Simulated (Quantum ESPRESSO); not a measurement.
Crystal: TiO.

```
CELL_PARAMETERS angstrom
2.70834 0.00000 0.00000
0.00000 2.70834 0.00000
0.00000 0.00000 2.70834
ATOMIC_POSITIONS crystal
Ti 0.00000 0.00000 0.00000
O 0.50000 0.50000 0.50000
```

The cell comes from a database or a generator and needn't be the stable form of this composition.

| Quantity | Value |
| --- | --- |
| Program | Quantum ESPRESSO 7.5 |
| Task | phonons |
| Functional | LDA |
| Potentials or basis | GBRV 1.5 LDA |
| Cutoff | 612 eV |
| Density cutoff | 4898 eV |
| k mesh | 10 × 10 × 10, shifted |
| Occupations | gaussian, width 0.272 eV |
| Spin | collinear spin, ferromagnetic start |
| Starting moments | [1.0, 0.0] μB |
| Form of the LDA correlation | PZ81 |
| Mixing beta | 0.3 |
| Most SCF iterations | 120 |
| SCF threshold | 4e-10 Ry |

At Γ the optical frequencies are 185 185 185 cm⁻¹, at a pressure of -28.1 GPa.

Task: How do the modes respond when the cell is scaled evenly, at fixed shape?

Result: The highest mode has a Grüneisen parameter of 6.83 and moves by +9.3 cm⁻¹ per GPa. None of the listed modes softens on compression. The pressures give a bulk modulus of about 136 GPa.

Frequencies at 99 % and 101 % of the volume (pressures -26.7 and -29.4 GPa), ions relaxed:
| mode | 99 % (cm⁻¹) | 101 % (cm⁻¹) | Grüneisen parameter |
| --- | --- | --- | --- |
| 4 | 197.3 | 172.1 | 6.83 |
| 5 | 197.3 | 172.1 | 6.83 |
| 6 | 197.3 | 172.1 | 6.83 |

Modes are matched by their order; those that don't vary smoothly over the three volumes are left out.

Caveat: the mesh is thin for the phonons of a metal; the cell is more than 3 GPa from zero pressure, which shifts response properties; a pressure of tens of GPa on the cell as given is suspect, and the run, the potentials or the cell itself is likely at fault.
